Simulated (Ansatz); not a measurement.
# ZrB2: one crystal by all-electron and frozen-core methods

Does the method matter for ZrB2? The same cell, functional and mesh are run with LAPW, all electrons, PAW with frozen cores and all-electron PAW on datasets made for the crystal.

Program: Ansatz 0.2.0. Level of theory: DFT PBE, scalar-relativistic. These are calculated values, not measurements.

**1. Starting point**

It takes space group P6/mmm (No. 191, hexagonal). The conventional cell has a = 3.165 Å, b = 3.165 Å, c = 3.520 Å, α = 90.00°, β = 90.00°, γ = 120.00°. Around Zr (site symmetry 6/mmm) lie 12 B at 2.54 Å. B (site symmetry -6m2) is surrounded by 3 B at 1.83 Å and 6 Zr at 2.54 Å.

Structure file:

```cif
data_structure
_symmetry_space_group_name_H-M 'P6/mmm'
_symmetry_Int_Tables_number 191
_cell_length_a 3.1650
_cell_length_b 3.1650
_cell_length_c 3.5200
_cell_angle_alpha 90.000
_cell_angle_beta 90.000
_cell_angle_gamma 120.000
_cell_volume 30.54
loop_
_atom_site_label
_atom_site_type_symbol
_atom_site_symmetry_multiplicity
_atom_site_Wyckoff_symbol
_atom_site_fract_x
_atom_site_fract_y
_atom_site_fract_z
_atom_site_occupancy
Zr1 Zr 1 a 0.00000 0.00000 0.00000 1
B1 B 2 d 0.33333 0.66667 0.50000 1
```

The file gives the conventional cell by its symmetry; the runs use the cell typed in the input.

The structure is an experimental refinement, used without relaxation.

Atoms are numbered in the order of the input: Zr1, B2, B3.

**2. LAPW, all electrons**

The input, input.yaml:

```yaml
crystal:
  lattice:
    - [3.1649998255, 0.0, 0.0]
    - [-1.5824999128, 2.7409702519, 0.0]
    - [0.0, 0.0, 3.52]
  atoms:
    - { symbol: Zr, position: [0.0, 0.0, 0.0] }
    - { symbol: B, position: [0.3333333333, 0.6666666667, 0.5] }
    - { symbol: B, position: [0.6666666667, 0.3333333333, 0.5] }
kpoints:
  mp_grid: { grid: [13, 13, 10] }
  band_path:
    path:
      - [0.0, 0.0, 0.0]
      - [0.5, 0.0, 0.0]
      - [0.3333333333, 0.3333333333, 0.0]
      - [0.0, 0.0, 0.0]
      - [0.0, 0.0, 0.5]
      - [0.5, 0.0, 0.5]
      - [0.3333333333, 0.3333333333, 0.5]
      - [0.0, 0.0, 0.5]
      - [0.5, 0.0, 0.5]
    npoints: 8
scf:
  occupations: { method: fermi_dirac, width: 0.03 }
hamiltonian:
  xc: pbe
  pseudopotentials: { kind: all_electron, lapw: { basis_error: 0.001 } }
output:
  forces: true
  stress: true
  eigenvalues: true
  fatbands: true
  populations: true
  dos: { projected: true, de: 0.2, e_range: [-14, 8] }
```

What it wrote:

```text
Zr: projections on atomic orbitals take those of the free atom 1s2 2s2 2p6 3s2 3p6 3d10 4s2 4p6 4d2 5s2, of charge +0.00 (hamiltonian.pseudopotentials.projection_atoms)
B: projections on atomic orbitals take those of the free atom 1s2 2s2 2p1, of charge +0.00 (hamiltonian.pseudopotentials.projection_atoms)
LAPW: plane waves up to 8.606 Å⁻¹, error target 1.0e-3 eV per atom; small_component_spin mean_spin; B in spheres of 0.914 Å, 5 of its electrons in bands, Dirac shells []; Zr in spheres of 1.248 Å, 30 of its electrons in bands, Dirac shells []
Engine: ansatz 0.2.0
Pseudopotentials: kind: all_electron
Pseudopotential: Zr, LAPW, valence charge 30, Koelling and Harmon's equation, gaussian nucleus
Pseudopotential: B, LAPW, valence charge 5, Koelling and Harmon's equation, gaussian nucleus
Functional definition: PBE
  parameter kappa = 0.804
  parameter beta = 0.06672455060314922
  exchange = pbe_x(kappa = kappa, mu = beta*pi^2/3)
  correlation = pbe_c(beta = beta)
Crystal: 3 atoms, lattice volume = 30.537 Å³
Basis set: ecut = 282.1913055108827 eV, 339 PW (Γ), exchange–correlation at level 2
Bands: 24, of which v1, the nominal top of the filled ones, is band 20 counted from 1 (19 counted from 0)
Symmetry: 24 space group operations
Space group: P6/mmm (ITA 191), of the structure as read, at distance tolerance 3.1e-5 Å
k-points: 126 of 1690
Non-local potential: Zr, projectors of the file, none
Non-local potential: B, projectors of the file, none
Initial density: superposition of atomic densities (chi_scale 0.1, normalization cell, long waves kept (reshape's long-wave potential 0.00 eV rms))
Initial wavefunctions: plane waves of lowest kinetic energy (no species holds an atomic orbital)
Functional: x = pbe(κ = 0.804, μ = 0.2195149727645171), c = pbe(β = 0.06672455060314922)
iter 1 solved again at ethr=7.78e-3 eV; its pass at ethr=1.00e-1 eV (dr2=3.11e0 eV) is discarded
SCF iter   1: F=—  HF=-99283.663773 eV  |F-HF|=—  |Δ(HF+E_count)|=         —  Δρ=7.19e-2  dr2=3.12e0  ethr=7.78e-3  ⟨swp⟩=2.0  Hψ=19817  notcnv=0
preconditioner: auto → none  [insulator: Δε(μ)=0.203 eV  Ē_g=17.078 eV  σ=0.030 eV  W_gap=0.66  n_scr=8 (ndim 8)  ℏωp=26.9 eV  f_vac=0.000  D(μ)=0.32/eV (n_scr^D=0)  ε∞_Penn≈3.5]
SCF iter   2: F=—  HF=-99282.738465 eV  |F-HF|=—  |Δ(HF+E_count)|=   9.25e-1  Δρ=2.64e-2  dr2=4.71e-1  ethr=7.78e-3  ⟨swp⟩=3.0  Hψ=9161  notcnv=0
iter 3 solved again at ethr=5.26e-5 eV; its pass at ethr=1.18e-3 eV (dr2=2.10e-2 eV) is discarded
SCF iter   3: F=—  HF=-99282.549721 eV  |F-HF|=—  |Δ(HF+E_count)|=   1.89e-1  Δρ=8.33e-3  dr2=2.11e-2  ethr=5.26e-5  ⟨swp⟩=2.0  Hψ=16228  notcnv=0
SCF iter   4: F=—  HF=-99282.546377 eV  |F-HF|=—  |Δ(HF+E_count)|=         —  Δρ=1.57e-3  dr2=8.92e-4  ethr=5.26e-5  ⟨swp⟩=3.0  Hψ=9323  notcnv=0
the basis was enlarged: its passes take 61.1 KiB over the memory plan, 1 of 1 planned eigensolver slots
SCF iter   5: F=—  HF=-99282.546083 eV  |F-HF|=—  |Δ(HF+E_count)|=   2.95e-4  Δρ=2.43e-4  dr2=8.67e-6  ethr=2.23e-6  ⟨swp⟩=3.0  Hψ=9078  notcnv=0
SCF iter   6: F=—  HF=-99282.546091 eV  |F-HF|=—  |Δ(HF+E_count)|=   8.19e-6  Δρ=4.70e-5  dr2=4.83e-7  ethr=2.17e-8  ⟨swp⟩=2.7  Hψ=8768  notcnv=0
SCF iter   7: F=-99282.546091 eV  HF=-99282.546091 eV  |F-HF|=6.14e-9  |Δ(HF+E_count)|=   3.63e-7  Δρ=3.87e-6  dr2=3.62e-9  ethr=1.21e-9  ⟨swp⟩=3.0  Hψ=8844  notcnv=0
SCF 1 converged in 7 iterations: F = -99282.546091 eV  dr2 = 3.62e-9
NSCF: frozen V_eff on 65 k-points
SCF converged after 7 iterations
Free energy (F): -99282.546091 eV
Harris-Foulkes:  -99282.546091 eV  (|F-HF|=6.14e-9)
Internal energy: -99282.544927 eV  (E = F + TS)
E sigma→0 (E₀):  -99282.545509 eV
Entropy (-TS):   -0.001164 eV (-0.388 meV/atom)
Fermi energy:    17.520630 eV
--- Per-component energies (eV) ---
  E_band       = -4654.862642
  E_kinetic    = 102499.483306
  E_xc         = -3335.766747
  E_electrostatic = -198446.261487  (all electrons and nuclei)
  E_smearing   = -0.001164  (= −TS)
  E_closure    = 0.000000  (closes the sum)
  E_atoms      = -99258.785664  (free atoms, spherical and without spin; not in F)
  Σ components = -99282.546091   (vs F -99282.546091, Δ=0.00e0)
  Basis errors (estimates in eV, not in F): energy 4.9e-4 per atom: plane waves 4.5e-4 (2.5e-4 summed), levels above the bands 7.4e-72, relativity 2.1e-8, radial functions 4.4e-5, core shells 5.7e-12; eigenvalues (radial functions only) 6.3e-6; not estimated: angular momenta, meshes, grids; target (lapw.basis_error) 1.0e-3; muffin-tin radii B 0.914 Å, Zr 1.248 Å
--- Forces (eV/Å), atoms counted from 1 ---
  atom   1  Zr     0.00000000     0.00000000     0.00000000
  atom   2  B      0.00000000    -0.00000000     0.00000000
  atom   3  B     -0.00000000     0.00000000     0.00000000
  max |Σ_I F_I| component: 1.85e-17 eV/Å
--- Stress (GPa, compression-positive) ---
        1.947272       0.000000       0.000000
        0.000000       1.947272       0.000000
        0.000000       0.000000       3.459484
  P = ⅓ Tr σ = 2.4513 GPa (24.513 kbar)
--- Band table (eV; the first three rows and the last of 126) ---
  k-point 0: bands = ["-380.9499", "-293.8421", "-293.8256", "-293.8256", "-155.9534", "-155.9438", "-150.9961", "-150.9931", "-150.9931", "-150.9800", "-150.9800", "-31.1997", "-9.3911", "-8.8338", "-8.8338", "4.6418", "14.7418", "14.7418", "14.8096", "15.0743", "20.8300", "20.8300", "21.6266", "21.6266"]
  k-point 1: bands = ["-380.9499", "-293.8421", "-293.8256", "-293.8256", "-155.9534", "-155.9438", "-150.9961", "-150.9931", "-150.9931", "-150.9800", "-150.9800", "-31.1978", "-9.4287", "-8.8312", "-8.8312", "4.7919", "13.8622", "14.8366", "14.8366", "15.9758", "20.0991", "20.0991", "21.3165", "21.3165"]
  k-point 2: bands = ["-380.9499", "-293.8421", "-293.8256", "-293.8256", "-155.9534", "-155.9438", "-150.9961", "-150.9931", "-150.9931", "-150.9800", "-150.9800", "-31.1927", "-9.5253", "-8.8245", "-8.8245", "5.2122", "12.7563", "15.1161", "15.1161", "16.9907", "19.1117", "19.1117", "20.5349", "20.5349"]
  k-point 125: bands = ["-380.9499", "-293.8421", "-293.8256", "-293.8256", "-155.9490", "-155.9481", "-150.9961", "-150.9931", "-150.9931", "-150.9800", "-150.9800", "-31.0484", "-9.5084", "-9.4891", "-9.3707", "8.2766", "9.0109", "12.4890", "14.6445", "14.7259", "21.4992", "23.2609", "23.6547", "23.6662"]
--- Löwdin populations: 3 sites ---
  site symbol       q [e]
     0     Zr     39.2574
     1      B      5.3576
     2      B      5.3576
  spilling = 0.000546 (of n_electrons = 50.000000)
```

Run time: 22 s. Hardware: 1 thread, shared host.

In short: pressure 2.45 GPa; no gap.

Levels at the path's labelled points, in eV from the Fermi level:

```tsv
point	band 17	band 18	band 19	band 20	band 21	band 22	band 23
Γ	-2.78	-2.78	-2.71	-2.45	3.31	3.31	4.11
M	-8.63	-4.02	-3.19	-2.82	2.13	2.21	4.83
K	-7.91	-7.06	-2.58	-2.58	1.46	1.46	3.04
Γ	-2.78	-2.78	-2.71	-2.45	3.31	3.31	4.11
A	-7.10	-1.10	-1.10	0.19	0.19	0.66	0.66
L	-7.12	-4.76	-4.27	-2.11	3.68	3.99	5.21
H	-8.90	-5.05	-2.80	-2.80	4.02	5.97	5.97
A	-7.10	-1.10	-1.10	0.19	0.19	0.66	0.66
L	-7.12	-4.76	-4.27	-2.11	3.68	3.99	5.21
```

States per cell in windows of 1 eV (zero at the Fermi level; grid of 0.20 eV, so sharp peaks spill over the borders):

```tsv
from	to	total	Zr 4d	B 2p	B 2s
-10	-9	0.72	0.16	0.22	0.30
-9	-8	0.28	0.05	0.12	0.10
-8	-7	0.67	0.12	0.33	0.19
-7	-6	0.55	0.10	0.30	0.11
-6	-5	0.78	0.15	0.50	0.07
-5	-4	1.24	0.27	0.86	0.05
-4	-3	2.04	0.62	1.29	0.04
-3	-2	1.48	0.63	0.79	0.01
-2	-1	0.82	0.56	0.23	0.00
-1	0	0.23	0.17	0.05	0.00
0	1	0.48	0.34	0.13	0.00
1	2	1.11	0.72	0.31	0.04
2	3	1.28	0.92	0.26	0.05
3	4	1.50	1.07	0.30	0.07
4	5	1.93	1.34	0.34	0.15
```

**3. PAW with frozen cores**

Edit input.yaml of step 2 so:

```diff
@@ -27,3 +27,3 @@
   xc: pbe
-  pseudopotentials: { kind: all_electron, lapw: { basis_error: 0.001 } }
+  pseudopotentials: { kind: paw }
 output:
@@ -32,4 +32,5 @@
   eigenvalues: true
-  fatbands: true
+  efg: { contact_densities: true }
   populations: true
+  bader: true
   dos: { projected: true, de: 0.2, e_range: [-14, 8] }
```

What it wrote:

```text
Zr: output.efg is read without spin–orbit coupling, which moves field gradients at and beside such atoms by some per cent and up to a factor of two; PAW files take it under magnetization.noncollinear and magnetization.spin_orbit
[... 1 set-up line as earlier in the session ...]
Pseudopotentials: kind: paw
Pseudopotential: Zr, paw, valence charge 12, recommended cutoff 420 eV (normal)
Pseudopotential: B, paw, valence charge 3, recommended cutoff 420 eV (normal)
[... 5 set-up lines as earlier in the session ...]
Crystal: 3 atoms, lattice volume = 30.537 Å³
Basis set: ecut = 420 eV, 563 PW (Γ), exchange–correlation on 48×48×48 points (8 copies of the dense FFT grid, shifted against one another)
Bands: 13, of which v1, the nominal top of the filled ones, is band 9 counted from 1 (8 counted from 0)
[... 2 set-up lines as earlier in the session ...]
k-points: 126 of 1690
Non-local potential: Zr, projectors of the file, l = 0: 3, l = 1: 2, l = 2: 2, l = 3: 2
Non-local potential: B, projectors of the file, l = 0: 2, l = 1: 2, l = 2: 1
PAW form: soft (Blöchl's): semilocal exchange-correlation on the pseudo side does not see the compensation charge
PAW one-centre angular grid: Zr, 590 points (default); XC on 64 Gauss nodes
PAW one-centre angular grid: B, 110 points (default); XC on 64 Gauss nodes
Initial density: superposition of atomic densities (neutral atoms: chi_scale 0, normalization atom), corrected by the library's trained network
Initial wavefunctions: pseudopotential atomic-orbital guess
[... 1 set-up line as earlier in the session ...]
SCF iter   1: F=—  HF=-4498.719339 eV  |F-HF|=—  |Δ(HF+E_count)|=         —  Δρ=1.45e-3  dr2=4.66e-4  ethr=1.77e-3  ⟨swp⟩=5.5  Hψ=8192  notcnv=0
preconditioner: auto → none  [metal: Δε(μ)=0.025 eV  Ē_g=8.892 eV  σ=0.030 eV  W_gap=0.21  n_scr=8 (ndim 8)  ℏωp=21.2 eV  f_vac=0.000  D(μ)=0.41/eV (n_scr^D=0)  sad-step TF]
SCF iter   2: F=—  HF=-4498.719314 eV  |F-HF|=—  |Δ(HF+E_count)|=   2.53e-5  Δρ=8.58e-4  dr2=2.37e-4  ethr=2.59e-6  ⟨swp⟩=2.1  Hψ=3548  notcnv=0
SCF iter   3: F=—  HF=-4498.719312 eV  |F-HF|=—  |Δ(HF+E_count)|=   1.32e-6  Δρ=3.33e-4  dr2=2.96e-5  ethr=1.32e-6  ⟨swp⟩=2.0  Hψ=2274  notcnv=0
SCF iter   4: F=—  HF=-4498.719311 eV  |F-HF|=—  |Δ(HF+E_count)|=   1.12e-6  Δρ=1.06e-4  dr2=2.07e-6  ethr=1.64e-7  ⟨swp⟩=2.9  Hψ=2779  notcnv=0
SCF iter   5: F=—  HF=-4498.719311 eV  |F-HF|=—  |Δ(HF+E_count)|=   4.64e-7  Δρ=5.72e-5  dr2=7.14e-7  ethr=1.15e-8  ⟨swp⟩=2.0  Hψ=2769  notcnv=0
SCF iter   6: F=-4498.719311 eV  HF=-4498.719311 eV  |F-HF|=6.06e-8  |Δ(HF+E_count)|=   2.63e-7  Δρ=1.91e-5  dr2=7.73e-8  ethr=5.56e-10  ⟨swp⟩=2.7  Hψ=6180  notcnv=0
SCF 1 converged in 6 iterations: F = -4498.719311 eV  dr2 = 7.73e-8
NSCF: frozen V_eff on 65 k-points
SCF converged after 6 iterations
Free energy (F): -4498.719311 eV
Harris-Foulkes:  -4498.719311 eV  (|F-HF|=6.06e-8)
Internal energy: -4498.718146 eV  (E = F + TS)
E sigma→0 (E₀):  -4498.718728 eV
Entropy (-TS):   -0.001165 eV (-0.388 meV/atom)
Fermi energy:    16.026101 eV
--- Per-component energies (eV) ---
  E_band       = -23.183782
  E_kinetic    = 435.830386
  E_local      = -553.039143  (includes V_loc(G=0)·N_el)
  E_nonlocal   = 100.599473
  E_hartree    = 175.189237
  E_xc         = -229.166704
  E_vxc        = -271.630275  (∫ρ·V_xc dr)
  E_paw        = -3110.925433  (= ΣΔE_a)
  E_vpaw       = -85.316307  (= ΣTr[D̂ρ^β])
  E_aug_tail   = 0.000017  (compensation charges beyond the density's cutoff)
  E_ewald      = -1317.205980
  E_smearing   = -0.001165  (= −TS)
  E_closure    = 0.000000  (closes the sum)
  Σ components = -4498.719311   (vs F -4498.719311, Δ=0.00e0)
--- Forces (eV/Å), atoms counted from 1 ---
  atom   1  Zr     0.00000000     0.00000000     0.00000000
  atom   2  B     -0.00000000    -0.00000000     0.00000000
  atom   3  B      0.00000000     0.00000000     0.00000000
  max |Σ_I F_I| component: 3.70e-17 eV/Å
--- Stress (GPa, compression-positive) ---
        1.936128       0.000000       0.000000
        0.000000       1.936128       0.000000
        0.000000       0.000000       3.383798
  P = ⅓ Tr σ = 2.4187 GPa (24.187 kbar)
--- PAW observables at the nuclei: V_zz in 10²¹ V/m², potentials from the cell's mean, atoms counted from 1 ---
  atom   1  Zr V_zz =    +4.419987   η = 0.0000   by run symmetry: allowed
            electrostatic potential = -5930.358891 V   contact ρ = 490515.428832 e/Å³
  atom   2  B  V_zz =    +0.035626   η = 0.0000   by run symmetry: allowed
            electrostatic potential = -332.886121 V   contact ρ = 486.117590 e/Å³
  atom   3  B  V_zz =    +0.035626   η = 0.0000   by run symmetry: allowed
            electrostatic potential = -332.886121 V   contact ρ = 486.117590 e/Å³
--- Band table (eV; the first three rows and the last of 126) ---
  k-point 0: bands = ["-32.6937", "-10.8850", "-10.3266", "-10.3266", "3.1467", "13.2491", "13.2491", "13.3146", "13.5815", "19.3332", "19.3332", "20.1322", "20.1322"]
  k-point 1: bands = ["-32.6917", "-10.9226", "-10.3240", "-10.3240", "3.2969", "12.3685", "13.3440", "13.3440", "14.4815", "18.6036", "18.6036", "19.8223", "19.8223"]
  k-point 2: bands = ["-32.6867", "-11.0194", "-10.3174", "-10.3174", "3.7174", "11.2628", "13.6231", "13.6231", "15.4957", "17.6168", "17.6168", "19.0406", "19.0406"]
  k-point 125: bands = ["-32.5423", "-11.0013", "-10.9831", "-10.8636", "6.7814", "7.5160", "10.9968", "13.1505", "13.2323", "20.0032", "21.7631", "22.1597", "22.1685"]
--- Löwdin populations: 3 sites ---
  site symbol       q [e]
     0     Zr     11.2680
     1      B      3.3501
     2      B      3.3501
  spilling = 0.001772 (of n_electrons = 18.000000)
--- Bader charges: 3 sites ---
  site symbol  charge [e]  shift [e]
     0     Zr      1.5583     0.0007
     1      B     -0.7792     0.0004
     2      B     -0.7791     0.0004
  estimated error of the sums over rays = 5.4e-4 e
```

It took 20 s on 1 thread, shared host.

Read from it: pressure 2.42 GPa; no gap; Vzz Zr1 4.42 (η = 0.00), B2 0.04 (η = 0.00) (10²¹ V/m²).

```tsv
atom	Bader charge (e)	basin volume (Å³)
Zr1	+1.56	12.01
B2	-0.78	9.26
```

**4. All-electron PAW on datasets made for the crystal**

Edit input.yaml of step 3 so:

```diff
@@ -27,3 +27,3 @@
   xc: pbe
-  pseudopotentials: { kind: paw }
+  pseudopotentials: { kind: all_electron, datasets: crystal }
 output:
@@ -33,4 +33 @@
   efg: { contact_densities: true }
-  populations: true
-  bader: true
-  dos: { projected: true, de: 0.2, e_range: [-14, 8] }
```

What it wrote (excerpt; [...] marks lines left out):

```text
[...]
Zr: output.efg is read without spin–orbit coupling, which moves field gradients at and beside such atoms by some per cent and up to a factor of two; PAW files take it under magnetization.noncollinear and magnetization.spin_orbit
[...]
[... 1 set-up line as earlier in the session ...]
Pseudopotential: Zr, paw, valence charge 12, recommended cutoff 320 eV (normal), Koelling and Harmon's equation, gaussian nucleus
Pseudopotential: B, paw, valence charge 3, recommended cutoff 320 eV (normal), Koelling and Harmon's equation, gaussian nucleus
[... 1 set-up line as earlier in the session ...]
[...]
Crystal: 3 atoms, lattice volume = 30.537 Å³
Basis set: ecut = 320 eV, 389 PW (Γ), exchange–correlation on 40×40×48 points (8 copies of the dense FFT grid, shifted against one another)
Bands: 13, of which v1, the nominal top of the filled ones, is band 9 counted from 1 (8 counted from 0)
[... 1 set-up line as earlier in the session ...]
[...]
  atom   3  B      0.00000000     0.00000000     0.00000000
[...]
--- Stress (GPa, compression-positive) ---
        1.947034       0.000000       0.000000
        0.000000       1.947034       0.000000
        0.000000       0.000000       3.463272
  P = ⅓ Tr σ = 2.4524 GPa (24.524 kbar)
--- PAW observables at the nuclei: V_zz in 10²¹ V/m², potentials from the cell's mean, atoms counted from 1 ---
  atom   1  Zr V_zz =    +4.405828   η = 0.0000   by run symmetry: allowed
            electrostatic potential = -5930.286708 V   contact ρ = 490582.235028 e/Å³
  atom   2  B  V_zz =    +0.060767   η = 0.0000   by run symmetry: allowed
            electrostatic potential = -332.940817 V   contact ρ = 486.140542 e/Å³
  atom   3  B  V_zz =    +0.060767   η = 0.0000   by run symmetry: allowed
            electrostatic potential = -332.940817 V   contact ρ = 486.140542 e/Å³
--- Band table (eV; the first three rows and the last of 126) ---
  k-point 0: bands = ["-31.1995", "-9.3908", "-8.8337", "-8.8337", "4.6418", "14.7417", "14.7417", "14.8096", "15.0742", "20.8300", "20.8300"]
[...]
```

Run time: 14 s. Hardware: 1 thread, shared host.

In short: pressure 2.45 GPa; no gap; Vzz Zr1 4.41 (η = 0.00), B2 0.06 (η = 0.00) (10²¹ V/m²).

```tsv
atom	contact density (e/Å³)
Zr1	490582.2
B2	486.1405
```

**5. Side by side**

| method | pressure (GPa) | Vzz Zr1 (10²¹ V/m²) | Vzz B2 (10²¹ V/m²) | SCF cycles, all passes |
| --- | --- | --- | --- | --- |
| LAPW | 2.45 | – | – | 7 |
| PAW | 2.42 | 4.42 | 0.04 | 6 |
| crystal datasets | 2.45 | 4.41 | 0.06 | 8 |

**6. Outcome**

| quantity | value |
| --- | --- |
| pressure | LAPW 2.45, PAW 2.42, crystal datasets 2.45 GPa |
| gap (LAPW) | none |
| Bader charges (PAW) | Zr1 +1.56, B2 -0.78 e |

In words: The pressure of 2.5 GPa pushes the cell to expand, with the atoms held in place. Bands cross the Fermi level: the crystal is a metal at this level. Zr 4d carries the largest share, 74 %, of the projected states within 0.3 eV of the Fermi level. The projection holds only the free atom's occupied shells (Zr 5s, Zr 4p, Zr 4d, B 2s, B 2p in this range). The field gradient at Zr1, the largest by crystal datasets, is 4.42 by PAW and 4.41 by crystal datasets (10²¹ V/m²), within 5 %. Spin–orbit coupling is left out, which moves gradients at and beside heavy atoms by some per cent and at worst by a factor of two. In pressure, PAW differs from LAPW by -0.03 GPa.
